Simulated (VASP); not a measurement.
# SnSe₂: G0W0 on PBE, by volume over the given one and cell

SnSe₂, P-3m1 (no. 164), 3 atoms in the cell. PBE, GW; PAW potentials Sn_d_GW, Se_GW (PBE set).

| Volume over the given one | Cell | Quasiparticle gap on the mesh (eV) | Gap of the starting point on the mesh (eV) | Quasiparticle gap at the zone centre (eV) | Starting gap at the zone centre (eV) | Correction of the gap between the band edges on the mesh (eV) | Time (s) |
|---|---|---|---|---|---|---|---|
| 0.94 | scale = 0.94 | 1.38 | 1.17 | 1.72 | 1.30 | 0.21 | 19 |
| 0.97 | scale = 0.97 | 1.35 | 1.15 | 1.53 | 1.15 | 0.20 | 18 |
| 1 | as given | 1.32 | 1.01 | 1.37 | 1.01 | 0.30 | 19 |
| 1.03 | scale = 1.03 | 1.20 | 0.89 | 1.20 | 0.89 | 0.31 | 20 |

Limits: spin-orbit coupling is left out, which changes the gap somewhat with Sn; the mesh is coarse: neither the gap nor the screening is converged.

## Input of the first row

INCAR.step1:
```
ALGO     = Normal         # electronic algorithm
EDIFF    = 1E-8           # SCF threshold, eV
ENCUT    = 300            # plane-wave cutoff, eV
GGA      = PE             # functional
ISMEAR   = 0              # smearing method
LASPH    = True           # aspherical terms in the spheres
LCHARG   = False          # write CHGCAR
LREAL    = False          # projectors in reciprocal space
LWAVE    = True           # write WAVECAR
NELM     = 150            # most SCF steps
PREC     = Accurate       # precision mode
SIGMA    = 0.05           # smearing width, eV
```

INCAR.step2, as INCAR.step1 but for:
```
- ALGO = Normal
- NELM = 150
+ ALGO = Exact
+ ISTART = 1
+ LOPTICS = True
+ NBANDS = 256
+ NELM = 1
```

INCAR.step3, as INCAR.step2 but for:
```
- ALGO = Exact
- EDIFF = 1E-8
- LOPTICS = True
- LWAVE = True
- NELM = 1
+ ALGO = EVGW0
+ ENCUTGW = 130
+ LWAVE = False
+ NBANDSGW = 17
+ NELMGW = 1
+ NOMEGA = 48
+ PRECFOCK = Fast
```

KPOINTS:
```
k-points
0
Gamma
  2 2 1
```

POSCAR:
```
SnSe2
1.0
    3.7332026603      0.0000000000      0.0000000000
   -1.8666013302      3.2330483413      0.0000000000
    0.0000000000      0.0000000000      6.0107403631
Sn Se
1 2
Direct
    0.0000000000      0.0000000000      0.0000000000
    0.6666666667      0.3333333333      0.7510000000
    0.3333333333      0.6666666667      0.2490000000
```

Commands (each step's output is kept before the next begins):
```
cat potpaw_PBE.64/Sn_d_GW/POTCAR potpaw_PBE.64/Se_GW/POTCAR > POTCAR
cp INCAR.step1 INCAR
mpirun -np 4 vasp_std > vasp.out
cp INCAR.step2 INCAR
mpirun -np 4 vasp_std > vasp.out
cp INCAR.step3 INCAR
mpirun -np 4 vasp_std > vasp.out
```

VASP 6.6.1 took 19 s on 4 cores (Intel Xeon Platinum 8259CL @ 2.50GHz (Skylake/Cascade Lake)), a shared host.
